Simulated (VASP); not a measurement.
# TaN (P6_3/mmc) in VASP: further runs

The runs below take TaN through band structure, with TB-mBJ, LMBJ, LAK, PBE.

Everything below comes from runs of VASP 6.6.1. Logs are shortened: lines on timing, memory, paths and dates and some standing lists are left out, and cuts for length are marked.

## Step 1: The structure

The structure is hexagonal, space group P6_3/mmc (No. 194). Conventional cell: a = 2.922 Å, b = 2.922 Å, c = 5.917 Å, α = 90.00°, β = 90.00°, γ = 120.00°. Ta (site symmetry -3m) has 6 N at 2.24 Å as nearest neighbours. N (site symmetry -6m2) is surrounded by 6 Ta at 2.24 Å.

The cell comes from a database or a generator and needn't be the stable form of this composition.

## Step 2: Band structure, TB-mBJ, spin-orbit coupling, no magnetisation

Input file POSCAR:

```
TaN
1.0
    2.9217699809      0.0000000000      0.0000000000
   -1.4608849905      2.5303270275      0.0000000000
    0.0000000000      0.0000000000      5.9165150000
Ta N
2 2
Direct
    0.0000000000      0.0000000000      0.5000000000
    0.0000000000      0.0000000000      0.0000000000
    0.3333333333      0.6666666667      0.2500000000
    0.6666666667      0.3333333333      0.7500000000
```

Input file INCAR.step1:

```
SYSTEM = TaN
ALGO = Normal
EDIFF = 1E-5
ENCUT = 520
GGA = PE
GGA_COMPAT = .False.
ISIF = 2
ISMEAR = -1
LASPH = .True.
LCHARG = .False.
LMAXMIX = 4
LORBIT = 11
LREAL = .False.
LSORBIT = .True.
LWAVE = .True.
MAGMOM = 0 0 0 0 0 0 0 0 0 0 0 0
NBANDS = 46
NELM = 80
PREC = Accurate
SIGMA = 0.05
```

Input file INCAR.step2:

```
SYSTEM = TaN
ALGO = Normal
EDIFF = 1E-6
ENCUT = 520
GGA_COMPAT = .False.
ISIF = 2
ISMEAR = -1
ISTART = 1
LASPH = .True.
LCHARG = .False.
LMAXMIX = 4
LORBIT = 11
LREAL = .False.
LSORBIT = .True.
LWAVE = .False.
MAGMOM = 0 0 0 0 0 0 0 0 0 0 0 0
METAGGA = MBJ
NBANDS = 46
NELM = 80
PREC = Accurate
SIGMA = 0.05
```

Input file KPOINTS:

```
k-points
0
Gamma
  7 7 4
  0 0 0
```

Input file KPOINTS_OPT:

```
path GMKGALHA,LM,KH
15
line-mode
reciprocal
 0.0000000000  0.0000000000  0.0000000000  G
 0.5000000000  0.0000000000  0.0000000000  M

 0.5000000000  0.0000000000  0.0000000000  M
 0.3333333333  0.3333333333  0.0000000000  K

 0.3333333333  0.3333333333  0.0000000000  K
 0.0000000000  0.0000000000  0.0000000000  G

 0.0000000000  0.0000000000  0.0000000000  G
 0.0000000000  0.0000000000  0.5000000000  A

 0.0000000000  0.0000000000  0.5000000000  A
 0.5000000000  0.0000000000  0.5000000000  L

 0.5000000000  0.0000000000  0.5000000000  L
 0.3333333333  0.3333333333  0.5000000000  H

 0.3333333333  0.3333333333  0.5000000000  H
 0.0000000000  0.0000000000  0.5000000000  A

 0.5000000000  0.0000000000  0.5000000000  L
 0.5000000000  0.0000000000  0.0000000000  M

 0.3333333333  0.3333333333  0.0000000000  K
 0.3333333333  0.3333333333  0.5000000000  H
```

Potentials or basis: VASP PAW PBE potentials, release 64 (Ta_pv, N).

Run with:

```bash
$ cat potpaw_PBE.64/Ta_pv/POTCAR potpaw_PBE.64/N/POTCAR > POTCAR
$ cp INCAR.step1 INCAR
$ mpirun -np 1 vasp_ncl > vasp.out
$ cp INCAR.step2 INCAR
$ mpirun -np 1 vasp_ncl > vasp.out
```

OUTCAR:

```text
SYSTEM = TaN
   EDIFF = 1E-6
   ENCUT = 520
   ISIF = 2
   ISMEAR = -1
   ISTART = 1
   LASPH = .True.
   LORBIT = 11
   LREAL = .False.
   LSORBIT = .True.
   METAGGA = MBJ
   NELM = 80
   PREC = Accurate

 ion  position               nearest neighbor table
   1  0.000  0.000  0.500-   3 2.24   4 2.24   4 2.24   3 2.24   4 2.24   3 2.24   2 2.96   2 2.96

   2  0.000  0.000  0.000-   3 2.24   4 2.24   4 2.24   3 2.24   4 2.24   3 2.24   1 2.96   1 2.96

   3  0.333  0.667  0.250-   1 2.24   2 2.24   1 2.24   2 2.24   1 2.24   2 2.24
   4  0.667  0.333  0.750-   1 2.24   2 2.24   1 2.24   2 2.24   1 2.24   2 2.24

  LATTYP: Found a hexagonal cell.
 ALAT       =     2.9217699809
 C/A-ratio  =     2.0249763119

  Lattice vectors:

 A1 = (   2.9217699809,   0.0000000000,   0.0000000000)
 A2 = (  -1.4608849905,   2.5303270275,   0.0000000000)
 A3 = (   0.0000000000,   0.0000000000,   5.9165150000)

Analysis of symmetry for initial positions (statically):
=====================================================================
 Subroutine PRICEL returns:
 Original cell was already a primitive cell.

 Routine SETGRP: Setting up the symmetry group for a
 hexagonal supercell.

 Subroutine GETGRP returns: Found 24 space group operations
 (whereof 12 operations were pure point group operations)
 out of a pool of 24 trial point group operations.

The static configuration has the point symmetry D_3d.
 The point group associated with its full space group is D_6h.

Analysis of symmetry for dynamics (positions and initial velocities):
=====================================================================
 Subroutine PRICEL returns:
 Original cell was already a primitive cell.

 Routine SETGRP: Setting up the symmetry group for a
 hexagonal supercell.

 Subroutine GETGRP returns: Found 24 space group operations
 (whereof 12 operations were pure point group operations)
 out of a pool of 24 trial point group operations.

The dynamic configuration has the point symmetry D_3d.
 The point group associated with its full space group is D_6h.

Analysis of structural, dynamic, and magnetic symmetry:
=====================================================================
 Subroutine PRICEL returns:
 Original cell was already a primitive cell.

[... 1305 lines left out ...]
  Total      -26.4717003    -26.4717003    -27.7842221      0.0000000      0.0000000      0.0000000
  in kB     -969.6249307   -969.6249307  -1017.7009446      0.0000000      0.0000000      0.0000000
  external PRESSURE =    -985.6502687 kB  Pullay stress =       0.0000000 kB

 VOLUME and BASIS-vectors are now :
 -----------------------------------------------------------------------------
  energy-cutoff  :      520.00
  volume of cell :       43.74
      direct lattice vectors                 reciprocal lattice vectors
     2.921769981  0.000000000  0.000000000     0.342258291  0.197602916  0.000000000
    -1.460884991  2.530327027  0.000000000     0.000000000  0.395205833  0.000000000
     0.000000000  0.000000000  5.916515000     0.000000000  0.000000000  0.169018417

 POSITION                                       TOTAL-FORCE (eV/Angst)
 -----------------------------------------------------------------------------------
      0.00000      0.00000      2.95826        -0.000000      0.000000     -0.000000
      0.00000      0.00000      0.00000        -0.000000      0.000000     -0.000000
     -0.00000      1.68688      1.47913         0.000000      0.000000     -0.000000
      1.46088      0.84344      4.43739        -0.000000     -0.000000      0.000000
 -----------------------------------------------------------------------------------
    total drift:                               -0.000000      0.000000      0.000000

  FREE ENERGIE OF THE ION-ELECTRON SYSTEM (eV)
  ---------------------------------------------------
  free  energy   TOTEN  =      1590.9608563336 eV

  energy  without entropy=     1590.9733375450  energy(sigma->0) =     1590.96709694

 Spin-Orbit-Coupling matrix elements

 Ion:    1  E_soc:     -1.3354339
 l=   1
     0.0000000    -0.2011653    -0.2051686
    -0.2011653     0.0000000    -0.2011653
    -0.2051686    -0.2011653     0.0000000
 l=   2
     0.0000000    -0.0035535     0.0000000    -0.0035535    -0.0231890
    -0.0035535     0.0000000    -0.0098128    -0.0031893    -0.0035535
     0.0000000    -0.0098128     0.0000000    -0.0098128     0.0000000
    -0.0035535    -0.0031893    -0.0098128     0.0000000    -0.0035535
    -0.0231890    -0.0035535     0.0000000    -0.0035535     0.0000000
 l=   3
     0.0000000     0.0000000     0.0000000     0.0000000     0.0000000     0.0000000     0.0000000
     0.0000000     0.0000000     0.0000000     0.0000000     0.0000000     0.0000000     0.0000000
     0.0000000     0.0000000     0.0000000     0.0000000     0.0000000     0.0000000     0.0000000
     0.0000000     0.0000000     0.0000000     0.0000000     0.0000000     0.0000000     0.0000000
[... 49 lines left out ...]
 l=   2
     0.0000000     0.0000000     0.0000000     0.0000000     0.0000000
     0.0000000     0.0000000     0.0000000     0.0000000     0.0000000
     0.0000000     0.0000000     0.0000000     0.0000000     0.0000000
     0.0000000     0.0000000     0.0000000     0.0000000     0.0000000
     0.0000000     0.0000000     0.0000000     0.0000000     0.0000000
 l=   3
     0.0000000     0.0000000     0.0000000     0.0000000     0.0000000     0.0000000     0.0000000
     0.0000000     0.0000000     0.0000000     0.0000000     0.0000000     0.0000000     0.0000000
     0.0000000     0.0000000     0.0000000     0.0000000     0.0000000     0.0000000     0.0000000
     0.0000000     0.0000000     0.0000000     0.0000000     0.0000000     0.0000000     0.0000000
     0.0000000     0.0000000     0.0000000     0.0000000     0.0000000     0.0000000     0.0000000
     0.0000000     0.0000000     0.0000000     0.0000000     0.0000000     0.0000000     0.0000000
     0.0000000     0.0000000     0.0000000     0.0000000     0.0000000     0.0000000     0.0000000

 total charge

# of ion       s       p       d       tot
------------------------------------------
    1        0.271   6.214   2.395   8.880
    2        0.271   6.214   2.395   8.880
    3        1.297   2.493   0.000   3.790
    4        1.297   2.493   0.000   3.790
--------------------------------------------------
tot          3.137  17.413   4.791  25.341

 magnetization (x)

# of ion       s       p       d       tot
------------------------------------------
    1        0.000   0.000   0.000   0.000
    2       -0.000   0.000  -0.000  -0.000
    3        0.000   0.000   0.000   0.000
    4        0.000   0.000   0.000   0.000
--------------------------------------------------
tot         -0.000   0.000  -0.000  -0.000

 magnetization (y)

# of ion       s       p       d       tot
------------------------------------------
    1        0.000   0.000   0.000   0.000
    2       -0.000  -0.000  -0.000  -0.000
    3        0.000   0.000   0.000   0.000
    4        0.000   0.000   0.000   0.000
--------------------------------------------------
tot          0.000   0.000  -0.000   0.000

 magnetization (z)

# of ion       s       p       d       tot
------------------------------------------
    1        0.000   0.000   0.000   0.000
    2        0.000   0.000   0.000   0.000
    3        0.000   0.000   0.000   0.000
    4        0.000   0.000   0.000   0.000
--------------------------------------------------
tot          0.000   0.000   0.000   0.000
```

OSZICAR.step1:

```text
N       E                     dE             d eps       ncg     rms          rms(c)
DAV:   1     0.310927725652E+03    0.31093E+03   -0.16805E+04  2208   0.147E+03
DAV:   2    -0.269892504316E+02   -0.33792E+03   -0.32065E+03  2434   0.450E+02
DAV:   3    -0.501883121554E+02   -0.23199E+02   -0.22590E+02  2670   0.113E+02
DAV:   4    -0.507174391897E+02   -0.52913E+00   -0.52255E+00  2816   0.165E+01
DAV:   5    -0.507289346098E+02   -0.11495E-01   -0.11466E-01  2754   0.206E+00    0.321E+01
DAV:   6    -0.456207918380E+02    0.51081E+01   -0.23463E+01  2770   0.322E+01    0.140E+01
DAV:   7    -0.454353225365E+02    0.18547E+00   -0.15987E+00  2624   0.826E+00    0.858E+00
DAV:   8    -0.453936760238E+02    0.41647E-01   -0.24579E-01  2572   0.380E+00    0.117E+00
DAV:   9    -0.453848893872E+02    0.87866E-02   -0.25241E-02  2768   0.952E-01    0.280E-01
DAV:  10    -0.453846744108E+02    0.21498E-03   -0.15772E-03  2722   0.288E-01    0.147E-01
DAV:  11    -0.453846304419E+02    0.43969E-04   -0.51933E-04  2732   0.216E-01    0.277E-02
DAV:  12    -0.453846194178E+02    0.11024E-04   -0.46044E-05  2776   0.557E-02    0.106E-02
DAV:  13    -0.453846194401E+02   -0.22280E-07   -0.24901E-06  1500   0.132E-02
   1 F= -.45384619E+02 E0= -.45379758E+02  d E =-.972382E-02  mag=     0.0000    -0.0000    -0.0000
```

It took 10 min on 1 thread of AMD EPYC 9R45 (Zen 5), shared host; peak memory 0.37 GiB.

Results:

```yaml
Valence_electrons_inside_the_program's_atomic_spheres: Ta 8.88; N 3.79
```

Caveat: the PAW data sets were made with another functional, which shifts forces and pressure a little.

[end of part 1 of 2]
